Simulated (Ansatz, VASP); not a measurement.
One calculation of ZrC, two programs

INCAR

```
PREC     = Accurate       # precision mode
ENCUT    = 520            # plane-wave cutoff, eV
EDIFF    = 1E-7           # SCF threshold, eV
ISMEAR   = -1             # smearing method
SIGMA    = 0.05           # smearing width, eV
LREAL    = F              # projectors in reciprocal space
LASPH    = T              # aspherical terms in the spheres
NELM     = 60             # most SCF steps
ALGO     = Normal         # electronic algorithm
ISIF     = 2              # what is computed and relaxed
LWAVE    = F              # write WAVECAR
LCHARG   = T              # write CHGCAR
GGA      = PE             # functional
LELF     = T              # ELF
LVHAR    = T            
NBANDS   = 15             # bands
```

File KPOINTS:

```
Automatic mesh
0
Gamma
  14 14 14
```

File POSCAR:

```
ZrC
1.0
    0.0000000000      2.3305264872      2.3305264872
    2.3305264872      0.0000000000      2.3305264872
    2.3305264872      2.3305264872      0.0000000000
Zr C
1 1
Direct
    0.0000000000      0.0000000000      0.0000000000
    0.5000000000      0.5000000000      0.5000000000
```

Input for Ansatz:

```yaml
crystal:
  lattice:
    - [0.0, 2.3305264872, 2.3305264872]
    - [2.3305264872, 0.0, 2.3305264872]
    - [2.3305264872, 2.3305264872, 0.0]
  atoms:
    - { symbol: Zr, position: [0.0, 0.0, 0.0] }
    - { symbol: C, position: [0.5, 0.5, 0.5] }
kpoints:
  mp_grid: { grid: [14, 14, 14] }
scf:
  occupations: { method: fermi_dirac, width: 0.05 }
hamiltonian:
  xc: pbe
  pseudopotentials: { kind: all_electron, lapw: { basis_error: 0.0005 } }
output:
  forces: true
  stress: true
  eigenvalues: true
```

Change from the starting cell: volume scaled by 0.97.

Alike in both runs: task single point; functional PBE; k mesh 14 × 14 × 14; occupations fermi-dirac, width 0.05 eV; no spin polarisation.

```csv
,VASP,Ansatz
version,VASP 6.6.1,Ansatz 0.2.0
potentials or method,"VASP PAW PBE potentials, release 64 (Zr_sv, C)","all-electron LAPW, scalar-relativistic"
plane-wave cutoff (eV),520,see its input
```

|  | VASP | Ansatz | Ansatz less VASP |
| --- | --- | --- | --- |
| pressure (GPa) | 7.5 | 7.3 | -0.21 |

Ansatz ran all-electron here, so the differences hold the error of VASP's frozen core and of both bases.
